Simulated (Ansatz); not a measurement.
```
CELL_PARAMETERS angstrom
0.00000 2.23000 2.23000
2.23000 0.00000 2.23000
2.23000 2.23000 0.00000
ATOMIC_POSITIONS crystal
Ga 0.00000 0.00000 0.00000
N 0.25000 0.25000 0.25000
```

```
orbitals            : PBE
datasets            : hard PAW set made for 700 eV
k mesh              : 4×4×4
empty bands         : 143
response cutoff     : 200 eV
wave cutoff         : 700 eV
frequencies         : plasmon pole, fitted at 0 and 22.3i eV
q → 0 term          : analytic weight of Carrier, Rohra and Görling
band sums           : cut at the band count
spin-orbit coupling : off
```

Program: Ansatz. The Kohn-Sham gap (direct at Γ) is 1.92 eV and the electronic dielectric constant on this mesh 8.6.

Question: By how much does G0W0 change the gap?

Answer: By +1.07 eV, to 2.99 eV. The valence edge moves by -0.54 eV (Z = 0.78) and the conduction edge by +0.52 eV (Z = 0.81).

The cell is a model at fixed atoms and needn't be the relaxed known crystal. The mesh is coarse, so these are values at the stated settings, not converged ones. Band sums or response are cut, so the gap isn't at its basis limit. Filled d shells converge slowest, and with PAW files the limit can differ from the all-electron one by tenths of an eV. Meshes this coarse can overestimate the dielectric constant by a tenth and more.
